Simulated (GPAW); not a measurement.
Cu2O (Cuprite): band structure with PBE

**What was measured.**

“Importance of surface oxygen vacancies for ultrafast hot carrier relaxation and transport in Cu2O”, 2021, arxiv:2103.03167 quotes, for a bulk crystal of Cu2O: band gap 2.17 eV (direct).

Cu2O (Cuprite):

```
Cu O
1.0
     4.26000    0.00000    0.00000
     0.00000    4.26000    0.00000
     0.00000    0.00000    4.26000
Cu O
4 2
Cartesian
  3.1950 1.0650 3.1950
  1.0650 1.0650 1.0650
  1.0650 3.1950 3.1950
  3.1950 3.1950 1.0650
  2.1300 2.1300 2.1300
  0.0000 0.0000 0.0000
```

```yaml
Program: GPAW 26.7.0
Task: band structure
Functional: PBE
Potentials_or_basis: JTH PAW 2.0, PBE
Cutoff: 800 eV
Basis: pw
k_mesh: 5 × 5 × 5
Occupations: fermi-dirac, width 0.05 eV
Spin: no spin polarisation
Maxiter: 150
Band_path: GXMGRX,MR
Band_points: 60
Data_set: Cu jth, O jth
```

The pressure is 2.9 GPa, the band gap on the k mesh is 0.54 eV, direct and the band gap along the path is 0.54 eV, direct.

Levels at the corners of the path, in eV from the valence-band top:
```
point  band 42  band 43  band 44  band 45  band 46  band 47
    Γ     0.00     0.00     0.00     0.54     1.19     1.19
    X    -1.20    -0.39    -0.39     2.25     2.25     4.20
    M    -1.22    -0.66    -0.66     1.90     1.90     3.83
    Γ     0.00     0.00     0.00     0.54     1.19     1.19
    R    -0.57    -0.57    -0.57     2.41     2.41     2.41
    X    -1.20    -0.39    -0.39     2.25     2.25     4.20
    M    -1.22    -0.66    -0.66     1.90     1.90     3.83
    R    -0.57    -0.57    -0.57     2.41     2.41     2.41
```

Run time: 2.1 min on 1 thread of Intel(R) Xeon(R) 6975P-C (Granite Rapids) (shared host), peak memory 0.65 GiB.

A measured gap of Cu2O is 2.17 eV (direct; quoted in “Importance of surface oxygen vacancies for ultrafast hot carrier relaxation and transport in Cu2O”, 2021, arxiv:2103.03167); the calculated 0.54 eV misses it by -1.63 eV. So large a miss can be the level of theory's own, or it may mean another phase, state or a wrong row. The value is that of PBE, without temperature or zero-point motion. Semilocal functionals fall short of measured gaps as a rule.

Caveat: the program truncates these outside data sets.
